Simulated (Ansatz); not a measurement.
# InP in Ansatz: the effect of functional

Crystal: InP.

```
In P
1.0
     0.00000    2.93050    2.93050
     2.93050    0.00000    2.93050
     2.93050    2.93050    0.00000
In P
1 1
Direct
  0.00000 0.00000 0.00000
  0.75000 0.75000 0.75000
```

Alike in all runs:

| Property | Result |
| --- | --- |
| Program | Ansatz 0.2.0 |
| Task | single point |
| Potentials or basis | all-electron PAW datasets made for the crystal |
| k mesh | 6 × 6 × 6 |
| Occupations | fermi-dirac, width 0.05 eV |
| Spin | no spin polarisation |

```tsv
functional	cutoff	gap on the mesh (eV)	pressure (GPa)
PBEsol	240 eV (chosen from the basis error)	0.61	0.6
HSE06	270 eV (chosen from the basis error)	1.50	1.5
PBE0	270 eV (chosen from the basis error)	?	?
```

Problem. What does the run with functional PBE0 give?

Solution. gap on the mesh 2.11 eV; pressure 1.3 GPa.

Caveats: spin-orbit coupling is left out, which moves the levels of the heavy elements.

